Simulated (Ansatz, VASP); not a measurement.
Pt in VASP and in Ansatz

```
Pt
1.0
     4.11951    0.00000    0.00000
    -2.05976    3.56760    0.00000
     0.00000    0.00000    2.45362
Pt
3
Cartesian
  0.0000 0.0000 0.0000
  0.0000 2.3784 1.2268
  2.0598 1.1892 1.2268
```

Change from the starting cell: volume scaled by 0.75, PAW files.

Alike in both runs: task single point; functional PBE; k mesh 9 × 9 × 12; occupations fermi-dirac, width 0.08 eV; no spin polarisation.

|  | VASP | Ansatz |
| --- | --- | --- |
| version | VASP 6.6.1 | Ansatz 0.2.0 |
| potentials or method | VASP PAW PBE potentials, release 64 (Pt) | PAW with Ansatz's default frozen-core files, scalar-relativistic |
| plane-wave cutoff (eV) | 520 | 420 |
| valence electrons in the cell | 30 | 54 |

```csv
,VASP,Ansatz,Ansatz less VASP
pressure (GPa),144.1,144.3,+0.27
largest component of the traceless stress (GPa),0.32,0.14,-0.174
```

With one functional, cell and mesh, what is left measures potentials, basis and numerics. The two sets of potentials don't hold the same shells in valence.

Caveats: the cell as given lies far from equilibrium; so large a pressure means that the cell lies far from this level's equilibrium, or that cutoff or potentials fall short (VASP). Spin-orbit coupling is left out, which matters for the levels of Pt.
